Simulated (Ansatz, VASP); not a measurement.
This is a calculation of Sb for Ansatz 0.2.0.

Contents of input.yaml:

```yaml
crystal:
  lattice:
    - [-1.577579, 1.580212, 2.711828]
    - [1.566992, -1.544278, 2.684784]
    - [1.604289, 1.570988, -2.690938]
  atoms:
    - { symbol: Sb, position: [0.017747, 0.004665, 0.017007] }
hamiltonian:
  xc: pbe
  pseudopotentials: { kind: paw }
kpoints:
  mp_grid: { grid: [12, 12, 12] }
scf:
  occupations: { method: fermi_dirac, width: 0.05 }
output:
  forces: true
  stress: true
  eigenvalues: true
```

Potentials or basis: Ansatz PAW.

Run with:

```console
$ ansatz run input.yaml --threads 2 --pin off --max-ram 5120MiB --backend cpu --events-out ev --progress --plain --runs-dir out
```

Translate it to VASP 6.6.1. Potentials there: VASP PAW PBE potentials, release 64 (Sb).

As run (the cutoff follows the program's own potentials):

The input INCAR:

```
SYSTEM = Sb
  PREC = Accurate
  ENCUT = 520
  EDIFF = 1E-7
  ISMEAR = -1
  SIGMA = 0.05
  LREAL = .False.
  LASPH = .True.
  NELM = 100
  ALGO = Normal
  ISIF = 2
  LWAVE = .False.
  LCHARG = .True.
  GGA = PE
  LELF = .True.
  LVHAR = .True.
  NBANDS = 8
```

The input KPOINTS:

```
regular mesh
0
Gamma
  12 12 12
  0 0 0
```

Contents of POSCAR:

```
Sb
1.0
   -1.5775790000      1.5802120000      2.7118280000
    1.5669920000     -1.5442780000      2.6847840000
    1.6042890000      1.5709880000     -2.6909380000
Sb
1
Direct
    0.0177470000      0.0046650000      0.0170070000
```

Potentials or basis: VASP PAW PBE potentials, release 64 (Sb).

Command:

```bash
$ cat potpaw_PBE.64/Sb/POTCAR > POTCAR
$ mpirun -np 1 vasp_std > vasp.out
```

Both were run:

|  | VASP | Ansatz | Ansatz less VASP |
| --- | --- | --- | --- |
| gap on the k mesh at the Fermi level (eV) | none | none | - |
| pressure (GPa) | 1.6 | 1.7 | +0.11 |
| largest component of the traceless stress (GPa) | 0.66 | 0.64 | -0.011 |

A gap of «none» marks a metal or a gap that the smearing closes. The two sets of potentials don't hold the same shells in valence.

The runs have no spin-orbit coupling, so splittings on Sb are missing.
